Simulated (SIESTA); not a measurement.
Runs of SIESTA 5.4.2 on Ag. The cell holds a slab with vacuum, 5 atoms: a = 2.930 Å, b = 2.930 Å, c = 24.580 Å, α = 90.00°, β = 90.00°, γ = 120.00°. 

```csv
level,U,gap on the mesh (eV),largest force (eV/Å)
PBE+U,Ag d U = 6 eV,none,(a)
PBE+U,Ag d U = 8 eV,none,0.12
PBE+U,Ag d U = 2 eV,none,0.09
PBE+U,Ag d U = 4 eV,none,0.09
PBE,-,none,0.08
```

Alike in all rows: task band structure; potentials or basis PseudoDojo 0.4 standard (PBE files), DZP (energy shift 0.003 Ry; two zetas on semicore shells); no spin polarisation; cell as given; k mesh 10 × 10 × 1; smearing fermi-dirac 0.05 eV; grid cutoff 800 Ry; energy shift 0.003 Ry.

Task: Fill in the values left out.

Result: (a) 0.10.

Caveats: the basis of atomic orbitals isn't converged, which shifts pressures, moduli and gaps; U without spin polarisation on a metal has little footing (some runs); the U is typed as a test and isn't derived for this compound (some runs).

A k mesh can miss the band edges, and the runs leave out spin-orbit coupling on Ag.

A gap of «none» marks a metal or a gap under the smearing width.
